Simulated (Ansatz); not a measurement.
# Ag: strain energy, fitted

Ag, P6_3/mmc, a = 2.904 Å, c = 4.748 Å. This isn't the element's structure at ambient conditions. Ansatz: r2SCAN, PAW, 500 eV, Γ-centred 24×24×12 mesh on 2 atoms, Gaussian smearing 0.10 eV; no spin polarisation. Series: strain along c alone, the other axes held, atoms fixed by symmetry; x is the strain in per cent. y is the free energy over the unstrained cell, V0 = 17.333 Å³/atom.

```
x (%) y (meV/atom)
 -3.0             ?
 -2.0          4.32
 -1.0          1.12
  0.0          0.00
  1.0          0.72
  2.0          3.06
  3.0          6.85
```

**Question.** Fit y = c2 x² + c3 x³ to the other rows, turn c2 into a modulus, and predict the missing energy.

**Answer.** Least squares on the rows shown. y = 0.9437 x² − 0.06386 x³. In eV per unit strain² c2 is 9.437; this is C33 with relaxed ions (E = ½ C33 V0 ε²): 2 × 9.437 × 160.2 / (17.333) = 174 GPa. The unstrained cell keeps some stress along the strain, worth a slope of -0.16 meV/atom per %, which the form leaves out. With a term in x⁴ added, the coefficient of x² becomes 0.8678, 8 % less, which shows how far this figure hangs on the form. At x = -3.0 the fit asked for gives 10.22 meV/atom. The run gave 9.77 meV/atom, so the fit is 0.45 meV/atom too high, 4.6 % of the span of the series, against an rms of 0.13 meV/atom on the fitted rows. The row lies outside the fitted range. With a term in x⁴ added, a fit to the same known rows predicts 11.14 meV/atom, further off still.